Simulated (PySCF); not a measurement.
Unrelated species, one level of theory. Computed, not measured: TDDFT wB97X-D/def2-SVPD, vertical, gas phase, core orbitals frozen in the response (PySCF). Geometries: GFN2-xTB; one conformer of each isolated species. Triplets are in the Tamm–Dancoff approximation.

Question: Rank by computed LUMO energy, lowest first.
A. `C#CC#CCC(F)=C(F)F`
B. `[H]/N=C(\C=C)C(N)=O`
C. `C=CP(=O)(O)C=C`
D. `CC(=O)O`
E. `C=C=C=CC#CC(F)(F)F`
F. `O[P@](C)(=O)C#CC`
G. `CP(C)CP=C=O`
H. `[SiH3]N([SiH3])c1cccs1`

Answer: E (-1.18 eV), B (-0.50 eV), G (-0.17 eV), C (0.58 eV), A (0.79 eV), H (1.47 eV), F (1.69 eV), D (1.97 eV).

| SMILES | LUMO (eV) | α (au) | gap (eV) | T1 (eV) | f (S1) | first f ≥ 0.01 (nm) | S1 mainly |
| --- | --- | --- | --- | --- | --- | --- | --- |
| C=C=C=CC#CC(F)(F)F | -1.18 | 106.2 | 7.83 | 2.33 | 0.000 | 270 | H-1→L (98%) |
| [H]/N=C(\C=C)C(N)=O | -0.50 | 67.4 | 8.87 | 3.27 | 0.000 | 238 | H→L (92%) |
| CP(C)CP=C=O | -0.17 | 102.6 | 8.10 | 2.51 | 0.000 | 276 | H→L (69%) |
| C=CP(=O)(O)C=C | 0.58 | 76.8 | 10.62 | 4.39 | 0.004 | 181 | H→L (77%) |
| C#CC#CCC(F)=C(F)F | 0.79 | 89.5 | 10.04 | 3.96 | 0.000 | 186 | H-1→L (62%) |
| [SiH3]N([SiH3])c1cccs1 | 1.47 | 121.5 | 9.10 | 3.58 | 0.002 | 242 | H→L (81%) |
| CC#C[P@@](C)(=O)O | 1.69 | 77.5 | 11.52 | 5.14 | 0.000 | 170 | H→L (52%) |
| CC(=O)O | 1.97 | 33.2 | 12.13 | 5.47 | 0.000 | 159 | H→L (97%) |

H and L stand for HOMO and LUMO.
